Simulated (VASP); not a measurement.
# AlN (P6_3mc) in VASP: phonons with LDA

Aim: the phonons of AlN with LDA.

All numbers are computed with VASP 6.6.1; they aren't measurements. Logs are shortened: lines on timing, memory, paths and dates and some standing lists are left out, and cuts for length are marked.

### Step 1. The structure

It takes space group P6_3mc (No. 186, hexagonal). The conventional cell has a = 3.082 Å, b = 3.082 Å, c = 4.957 Å, α = 90.00°, β = 90.00°, γ = 120.00°. Al (site symmetry 3m) is surrounded by 4 N at 1.87 to 1.89 Å. N (site symmetry 3m) is surrounded by 4 Al at 1.87 to 1.89 Å.

The cell was built by a generator and needn't be a form met in nature.

### Step 2. Phonons, LDA

The input, POSCAR:

```
AlN
1.0
    3.0820210000      0.0000000000      0.0000000000
   -1.5410105000      2.6691084810      0.0000000000
    0.0000000000      0.0000000000      4.9568850000
Al N
2 2
Direct
    0.3333333333      0.6666666667      0.0000000000
    0.6666666667      0.3333333333      0.5000000000
    0.3333333333      0.6666666667      0.3810480000
    0.6666666667      0.3333333333      0.8810480000
```

The input, INCAR.step1:

```
SYSTEM = AlN
ALGO = Fast ; EDIFF = 1E-8
EDIFFG = -0.002 ; ENCUT = 600
IBRION = 2 ; ISIF = 3
ISMEAR = 0 ; LASPH = .True.
LCHARG = .False. ; LREAL = .False.
LWAVE = .False. ; NELM = 80
NSW = 40 ; PREC = Accurate
SIGMA = 0.05
```

The input, INCAR.step2:

```
SYSTEM = AlN
ALGO = Fast ; EDIFF = 1E-8
ENCUT = 600 ; IBRION = 8
ISIF = 2 ; ISMEAR = 0
LASPH = .True. ; LCHARG = .False.
LREAL = .False. ; LWAVE = .False.
NELM = 80 ; NSW = 1
PREC = Accurate ; SIGMA = 0.05
```

The input, KPOINTS:

```
k-points
0
Gamma
  9 9 6
  0 0 0
```

Potentials or basis: VASP PAW LDA potentials, release 64 (Al, N).

Started as:

```
$ cat potpaw_LDA.64/Al/POTCAR potpaw_LDA.64/N/POTCAR > POTCAR
$ cp INCAR.step1 INCAR
$ mpirun -np 1 vasp_std > vasp.out
$ cp CONTCAR POSCAR
$ cp INCAR.step2 INCAR
$ mpirun -np 1 vasp_std > vasp.out
```

OUTCAR:

```text
SYSTEM = AlN
   EDIFF = 1E-8
   ENCUT = 600
   IBRION = 8
   ISIF = 2
   ISMEAR = 0
   LASPH = .True.
   LREAL = .False.
   NELM = 80
   NSW = 1
   PREC = Accurate

 ion  position               nearest neighbor table
   1  0.333  0.667  1.000-   4 1.88   4 1.88   4 1.88   3 1.89   2 3.05   2 3.05   2 3.05   2 3.05
                             2 3.05   2 3.05
   2  0.667  0.333  0.500-   3 1.88   3 1.88   3 1.88   4 1.89   1 3.05   1 3.05   1 3.05   1 3.05
                             1 3.05   1 3.05
   3  0.333  0.667  0.382-   2 1.88   2 1.88   2 1.88   1 1.89
   4  0.667  0.333  0.882-   1 1.88   1 1.88   1 1.88   2 1.89

  LATTYP: Found a hexagonal cell.
 ALAT       =     3.0913340147
 C/A-ratio  =     1.6005309497

  Lattice vectors:

 A1 = (   3.0913340147,   0.0000000000,   0.0000000000)
 A2 = (  -1.5456670073,   2.6771737883,   0.0000000000)
 A3 = (   0.0000000000,   0.0000000000,   4.9477757664)

Analysis of symmetry for initial positions (statically):
=====================================================================
 Subroutine PRICEL returns:
 Original cell was already a primitive cell.

 Routine SETGRP: Setting up the symmetry group for a
 hexagonal supercell.

 Subroutine GETGRP returns: Found 12 space group operations
 (whereof  6 operations were pure point group operations)
 out of a pool of 24 trial point group operations.

The static configuration has the point symmetry C_3v.
 The point group associated with its full space group is C_6v.

Analysis of symmetry for dynamics (positions and initial velocities):
=====================================================================
 Subroutine PRICEL returns:
 Original cell was already a primitive cell.

 Routine SETGRP: Setting up the symmetry group for a
 hexagonal supercell.
[... 562 lines left out ...]
  free  energy   TOTEN  =       -32.8425315619 eV

  energy  without entropy=      -32.8425315619  energy(sigma->0) =      -32.84253156

[... ionic steps 2 to 9 ...]

--------------------------------------- Ionic step       10  -------------------------------------------

------------------------ aborting loop because EDIFF is reached ----------------------------------------

[... ionic steps 11 to 11 ...]

--------------------------------------- Ionic step       12  -------------------------------------------

 Free energy of the ion-electron system (eV)
  ---------------------------------------------------
  ---------------------------------------------------
  free energy    TOTEN  =        -0.25065102 eV

  energy without entropy =       -0.25065102

------------------------ aborting loop because EDIFF is reached ----------------------------------------

 INTERNAL STRAIN TENSOR  FOR ION    3  DIRECTION 3   (eV/Angst):
 -----------------------------------------------------------------------------
     5.90203 -0.00000 -0.00000
    -0.00000  5.90203  0.00000
     0.00000 -0.00000-13.06908

 INTERNAL STRAIN TENSOR FOR ION    4 for displacements in x,y,z  (eV/Angst):
          X           Y           Z          XY          YZ          ZX
  --------------------------------------------------------------------------------
  x    -0.00000     0.00000     0.00000    11.11964     0.00000     5.62976
  y    11.11964   -11.11964     0.00000     0.00000     5.65705     0.00000
  z     5.90203     5.90203   -13.06908    -0.00000    -0.00000     0.00000

 SECOND DERIVATIVES (NOT SYMMETRIZED)
 ------------------------------------
               1X          1Y          1Z          2X          2Y          2Z          3X          3Y          3Z          4X          4Y          4Z
  1X   -16.435568    0.000000   -0.000000    0.668258   -0.000000    0.000000    1.481472    0.000000   -0.000000   14.285838    0.000000   -0.000000
  1Y     0.000000  -16.435568    0.000000   -0.000000    0.668258    0.000000    0.000000    1.481472    0.000000   -0.000000   14.285838    0.000000
  1Z     0.000000    0.000000  -21.822043    0.000000    0.000000    8.614769    0.000000   -0.000000    6.719891    0.000000   -0.000000    6.487383
  2X     0.668258    0.000000   -0.000000  -16.435568    0.000000    0.000000   14.285838    0.000000    0.000000    1.481472    0.000000    0.000000
  2Y    -0.000000    0.668258    0.000000    0.000000  -16.435568   -0.000000    0.000000   14.285838    0.000000    0.000000    1.481472    0.000000
  2Z     0.000000    0.000000    8.614769    0.000000    0.000000  -21.822043    0.000000    0.000000    6.487383   -0.000000    0.000000    6.719891
  3X     1.489691   -0.000000   -0.000000   14.280098   -0.000000   -0.000000  -16.515380    0.000000   -0.000000    0.745591    0.000000    0.000000
  3Y     0.000000    1.489691    0.000000   -0.000000   14.280098    0.000000    0.000000  -16.515380    0.000000   -0.000000    0.745591    0.000000
  3Z     0.000000   -0.000000    6.686216    0.000000   -0.000000    6.514947    0.000000   -0.000000  -20.404838    0.000000   -0.000000    7.203675
  4X    14.280098    0.000000    0.000000    1.489691    0.000000    0.000000    0.745591    0.000000   -0.000000  -16.515380    0.000000    0.000000
  4Y    -0.000000   14.280098   -0.000000    0.000000    1.489691    0.000000    0.000000    0.745591   -0.000000    0.000000  -16.515380   -0.000000
  4Z    -0.000000    0.000000    6.514947   -0.000000    0.000000    6.686216    0.000000    0.000000    7.203675    0.000000   -0.000000  -20.404838

 Eigenvectors and eigenvalues of the dynamical matrix
 ----------------------------------------------------

   1 f  =   21.953652 THz   137.938866 2PiTHz  732.295021 cm-1    90.792970 meV
             X         Y         Z           dx          dy          dz
     -0.000000  1.784783  4.945521    -0.000000    0.000000    0.008702
      1.545667  0.892391  2.471633    -0.000000   -0.000000   -0.008702
     -0.000000  1.784783  1.887595     0.000000   -0.000000   -0.707053
      1.545667  0.892391  4.361483     0.000000   -0.000000    0.707053
[... 71 lines left out ...]
  12 f/i=    0.002054 THz     0.012903 2PiTHz    0.068500 cm-1     0.008493 meV
             X         Y         Z           dx          dy          dz
     -0.000000  1.784783  4.945521     0.000000   -0.000000   -0.573698
      1.545667  0.892391  2.471633     0.000000   -0.000000   -0.573698
     -0.000000  1.784783  1.887595     0.000000   -0.000000   -0.413365
      1.545667  0.892391  4.361483     0.000000   -0.000000   -0.413365

--------------------------------------------------------------------------------------------------------

 ELASTIC MODULI CONTR FROM IONIC RELAXATION (kBar)
 Direction    XX          YY          ZZ          XY          YZ          ZX
 --------------------------------------------------------------------------------
 XX        -774.9029    361.0604    458.1764      0.0000     -0.0000     -0.0000
 YY         361.0604   -774.9029    458.1764      0.0000      0.0000      0.0000
 ZZ         458.1764    458.1764  -1014.5196     -0.0000      0.0000     -0.0000
 XY           0.0000      0.0000     -0.0000   -567.9816     -0.0000     -0.0000
 YZ          -0.0000      0.0000      0.0000     -0.0000   -144.9799     -0.0000
 ZX          -0.0000      0.0000     -0.0000     -0.0000     -0.0000   -154.2791
 --------------------------------------------------------------------------------
```

It took 4.1 min on 1 thread of Intel Xeon 6975P-C (Granite Rapids), shared host; peak memory 0.43 GiB.

Results:

* Relaxed volume: 10.24 Å³/atom
* Relaxed cell: a = 3.091 Å, b = 3.091 Å, c = 4.948 Å, α = 90.00°, β = 90.00°, γ = 120.00°
* Space group after relaxing (to 0.05 Å): P6_3mc (No. 186)
* Highest phonon frequency at Γ, LO-TO splitting left out: 732 cm⁻¹

Step by step:
```
step  energy change (eV)  largest force (eV/Å)  pressure (GPa)  volume (Å³)
   1              0.0000                0.0000            0.95        40.78
   2             -0.0003                0.0524           -0.93        41.14
   3             -0.0009                0.0297           -0.11        40.98
   4             -0.0011                0.0106           -0.07        40.96
   5             -0.0011                0.0052           -0.03        40.95
   6             -0.0011                0.0041           -0.04        40.96
   7             -0.0011                0.0044            0.04        40.94
   8             -0.0011                0.0001            0.00        40.95
```

Final structure:
```
CELL_PARAMETERS angstrom
3.09133 0.00000 0.00000
-1.54567 2.67717 0.00000
0.00000 0.00000 4.94778
ATOMIC_POSITIONS crystal
Al 0.33333 0.66667 0.99954
Al 0.66667 0.33333 0.49954
N 0.33333 0.66667 0.38150
N 0.66667 0.33333 0.88150
```

Phonon frequencies in cm⁻¹ (negative: imaginary):
| q point | frequencies |
| --- | --- |
| (0.000, 0.000, 0.000) | 0 0 0 239 239 554 624 671 671 682 682 732 |
